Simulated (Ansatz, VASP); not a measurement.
# BaTiO3 in VASP and in Ansatz

Contents of INCAR:

```
  PREC = Accurate
  ENCUT = 520
  EDIFF = 1E-7
  ISMEAR = 0
  SIGMA = 0.02
  LREAL = False
  LASPH = True
  NELM = 60
  ALGO = Normal
  ISIF = 2
  LWAVE = False
  LCHARG = False
  GGA = PS
  NBANDS = 28
```

The input KPOINTS:

```
Automatic mesh
0
Gamma
  8 8 8
```

Contents of POSCAR:

```
BaTiO3
1.0
    3.9301706390      0.0000000000      0.0000000000
    0.0000000000      3.9801975365      0.0000000000
    0.0000000000      0.0000000000      3.9801975365
Ba Ti O
1 1 3
Direct
    0.5000000000      0.5000000000      0.5000000000
    0.0000000000      0.0000000000      0.0000000000
    0.5000000000      0.0000000000      0.0000000000
    0.0000000000      0.5000000000      0.0000000000
    0.0000000000      0.0000000000      0.5000000000
```

Input for Ansatz:

```yaml
crystal:
  lattice:
    - [3.930170639, 0.0, 0.0]
    - [0.0, 3.9801975365, 0.0]
    - [0.0, 0.0, 3.9801975365]
  atoms:
    - { symbol: Ba, position: [0.5, 0.5, 0.5] }
    - { symbol: Ti, position: [0.0, 0.0, 0.0] }
    - { symbol: O, position: [0.5, 0.0, 0.0] }
    - { symbol: O, position: [0.0, 0.5, 0.0] }
    - { symbol: O, position: [0.0, 0.0, 0.5] }
basis:
  ecutwfc: 420
kpoints:
  mp_grid: { grid: [8, 8, 8] }
  band_path: { path: [VBM, CBM], npoints: 2 }
hamiltonian:
  xc: pbesol
scf:
  occupations: { method: gaussian, width: 0.02 }
output:
  forces: true
  stress: true
  eigenvalues: true
checkpoint:
  read: start.run
  write: ck
  compress: false
  write_wavefunctions: false
  write_every: 100000
```

Alike in both runs: task single point; functional PBEsol; k mesh 8 × 8 × 8; occupations gaussian, width 0.02 eV; no spin polarisation.

|  | VASP | Ansatz |
| --- | --- | --- |
| version | VASP 6.6.1 | Ansatz 0.2.0 |
| potentials or method | VASP PAW PBE potentials, release 64 (Ba_sv, Ti_sv, O) | scalar-relativistic, plane waves, PAW |
| plane-wave cutoff (eV) | 520 | 420 |
| valence electrons in the cell | 40 | 40 |

```csv
,VASP,Ansatz,Ansatz less VASP
gap on the k mesh at the Fermi level (eV),1.73,1.80,+0.072
least direct gap on the mesh (eV),1.84,1.87,+0.030
pressure (GPa),3.0,0.9,-2.05
largest component of the traceless stress (GPa),1.88,1.83,-0.055
```

Caveats: the PAW data sets were made with another functional, which shifts forces and pressure a little (VASP); spin-orbit coupling is left out, which moves the levels of the heavy elements. A k mesh can miss the band edges.
